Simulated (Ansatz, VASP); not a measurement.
# TaN: VASP beside Ansatz

INCAR

```
PREC = Accurate ; ENCUT = 520
EDIFF = 1E-6 ; ISMEAR = -1
SIGMA = 0.05 ; LREAL = F
LASPH = T ; NELM = 60
ALGO = Normal ; ISIF = 2
LWAVE = F ; LCHARG = F
NBANDS = 15
```

File KPOINTS:

```
Automatic mesh
0
Gamma
  10 10 9
```

The input POSCAR:

```
TaN
1.0
    2.8780239874      0.0000000000      0.0000000000
   -1.4390119937      2.4924418858      0.0000000000
    0.0000000000      0.0000000000      2.8241467514
Ta N
1 1
Direct
    0.0000000000      0.0000000000      0.5000000000
    0.6666666667      0.3333333333      0.0000000000
```

File input.yaml:

```yaml
crystal:
  lattice:
    - [2.8780239874, 0.0, 0.0]
    - [-1.4390119937, 2.4924418858, 0.0]
    - [0.0, 0.0, 2.8241467514]
  atoms:
    - { symbol: Ta, position: [0.0, 0.0, 0.5] }
    - { symbol: "N", position: [0.6666666667, 0.3333333333, 0.0] }
kpoints:
  mp_grid: { grid: [10, 10, 9] }
scf:
  occupations: { method: fermi_dirac, width: 0.05 }
hamiltonian:
  xc: lda
  pseudopotentials: { kind: all_electron, lapw: { basis_error: 0.001 } }
output:
  forces: true
  stress: true
  eigenvalues: true
```

Change from the starting cell: volume scaled by 0.94.

Alike in both runs: task single point; functional LDA; k mesh 10 × 10 × 9; occupations fermi-dirac, width 0.05 eV; no spin polarisation.

```csv
,VASP,Ansatz
version,VASP 6.6.1,Ansatz 0.2.0
potentials or method,"VASP PAW LDA potentials, release 64 (Ta_pv, N)","all-electron LAPW, scalar-relativistic"
plane-wave cutoff (eV),520,see its input
```

VASP gave:

| Item | Value |
| --- | --- |
| gap on the k mesh at the Fermi level (eV) | none |
| pressure (GPa) | 14.3 |
| largest component of the traceless stress (GPa) | 0.97 |

Q: Which values does Ansatz return?

A: gap on the k mesh at the Fermi level (eV): none; pressure (GPa): 11.8; largest component of the traceless stress (GPa): 0.75.

A gap of «none» marks a metal or a gap that the smearing closes. Ansatz ran all-electron here, so the differences hold the error of VASP's frozen core and of both bases.

Spin-orbit coupling is left out, which matters for the levels of Ta.
